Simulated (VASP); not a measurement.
Write the native input for VASP 6.6.1 that does the following.

- Task: relaxation of cell and atoms
- Functional: PBEsol
- Potentials or basis: VASP PAW PBE potentials, release 64 (Os)
- Cutoff: 600 eV
- k mesh: 10 × 10 × 10
- Occupations: gaussian, width 0.1 eV
- Spin: no spin polarisation
- Dipole correction: no
- Further INCAR settings: ALGO = Normal; EDIFF = 1e-07; IBRION = 2; EDIFFG = -0.05; NSW = 80; ISIF = 3

The structure of Os lies in POSCAR:

```
Os
1.0
   -1.4774430132      1.4774430132      1.4774430132
    1.4774430132     -1.4774430132      1.4774430132
    1.4774430132      1.4774430132     -1.4774430132
Os
1
Direct
    0.0000000000      0.0000000000      0.0000000000
```

This isn't the form of Os at room conditions, which is hcp.

The cell isn't the ideal one: Fe -> Os on all its sites, in the parent's cell.

These files were run (other wordings do the same):

INCAR

```
PREC = Accurate
ENCUT = 600
EDIFF = 1E-7
ISMEAR = 0
SIGMA = 0.1
LREAL = F
LASPH = T
NELM = 100
ALGO = Normal
ISIF = 3
LWAVE = F
LCHARG = F
GGA = PS
IBRION = 2
NSW = 80
EDIFFG = -0.05
```

KPOINTS

```
regular mesh
0
Gamma
  10 10 10
```

Potentials or basis: VASP PAW PBE potentials, release 64 (Os).

Launch:

```bash
$ cat potpaw_PBE.64/Os/POTCAR > POTCAR
$ mpirun -np 1 vasp_std > vasp.out
```

It gave:

```yaml
Relaxed_volume: 14.38 Å³/atom
Relaxed_cell: a = 2.653 Å, b = 2.653 Å, c = 2.653 Å, α = 109.47°, β = 109.47°, γ = 109.47°
Space_group_after_relaxing_to_0.05_Å: Im-3m (No. 229)
Energy_gained_by_relaxing: 230.4 meV/atom
Ionic_steps: 5
Pressure_after_relaxing: 0.0 GPa
Band_gap_on_the_k_mesh: none (metal or under the smearing width)
```

Caveat: the PAW data sets were made with another functional, which shifts forces and pressure a little.

Wall time 11 s on 1 thread of AMD EPYC 9R45 96-Core Processor (Zen 5), with other jobs on the host, peak memory 0.1 GiB.
